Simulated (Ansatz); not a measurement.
A plane-wave DFT run in Ansatz 0.2.0 (scalar-relativistic PAW potentials unless the input names others): input and command.

```yaml
crystal:
  lattice:
    - [1.9895719486, -1.9895719486, 0.0]
    - [1.9895719486, 0.0, -1.9895719486]
    - [8.9530737685, 6.9635018199, 7.9582877942]
  atoms:
    - { symbol: Li, position: [0.770825, 0.0, 0.45835], spin: 2.0 }
    - { symbol: Li, position: [0.1874916667, 0.3333333333, 0.2916833333] }
    - { symbol: Li, position: [0.3541583333, 0.6666666667, 0.6250166667] }
    - { symbol: Li, position: [0.520825, 1.0, 0.95835] }
    - { symbol: Li, position: [-0.0625083333, 0.3333333333, 0.7916833333] }
    - { symbol: Li, position: [0.6041583333, 0.6666666667, 0.1250166667] }
    - { symbol: H, position: [0.4791583333, 0.6666666667, 0.3750166667] }
    - { symbol: H, position: [-0.104175, 0.0, 0.20835] }
    - { symbol: H, position: [0.0624916667, 0.3333333333, 0.5416833333] }
    - { symbol: H, position: [0.2291583333, 0.6666666667, 0.8750166667] }
    - { symbol: H, position: [0.645825, 1.0, 0.70835] }
    - { symbol: H, position: [0.3124916667, 0.3333333333, 0.0416833333] }
basis:
  ecutwfc: 420
kpoints:
  mp_grid: { grid: [9, 9, 2] }
hamiltonian:
  xc: pbesol
scf:
  occupations: { method: gaussian, width: 0.05 }
  max_iter: 75
output:
  forces: true
  eigenvalues: true
  stress: true
```

```bash
ansatz run input.yaml --threads 2 --pin off --max-ram 5120MiB --backend cpu --events-out ev --progress --plain --runs-dir out
```

Question: What is wrong with this input?

Answer: The program refuses it, because of a moment without spin polarisation (crystal.atoms[0].spin: not typed → 2.0). Without that key it is accepted.

Abridged log:
```
Error: inconsistent input (magnetization.spin_polarized): false but per-atom `spin:`, `per_species`, `initial_magnetization`, `magnetic_field`, or `spin_locking` is set
```